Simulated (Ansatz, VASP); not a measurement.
# SiC: VASP beside Ansatz

```
CELL_PARAMETERS angstrom
0.00000 2.28708 2.28708
2.28708 0.00000 2.28708
2.20779 2.20779 0.07929
ATOMIC_POSITIONS crystal
Si 0.00000 0.00000 0.00000
C 0.75000 0.75000 0.75000
```

Alike in both runs: task single point; functional PBE; k mesh 12 × 12 × 12; occupations gaussian, width 0.05 eV; no spin polarisation.

```csv
,VASP,Ansatz
version,VASP 6.6.1,Ansatz 0.2.0
potentials or method,"VASP PAW PBE potentials, release 64 (Si, C)","scalar-relativistic, plane waves, PAW"
plane-wave cutoff (eV),520,520
valence electrons in the cell,8,8
```

VASP gave:

```
gap on the k mesh at the Fermi level (eV)       : 1.26
least direct gap on the mesh (eV)               : 4.12
pressure (GPa)                                  : -13.3
largest component of the traceless stress (GPa) : 7.91
rms of the force components (eV/Å)              : 0.215
```

Task: Which values does Ansatz return?

Result: gap on the k mesh at the Fermi level (eV): 1.26; least direct gap on the mesh (eV): 4.13; pressure (GPa): -13.3; largest component of the traceless stress (GPa): 7.88; rms of the force components (eV/Å): 0.215.

Atom by atom the forces differ by 0.000 eV/Å (rms over components).

A k mesh can miss the band edges.
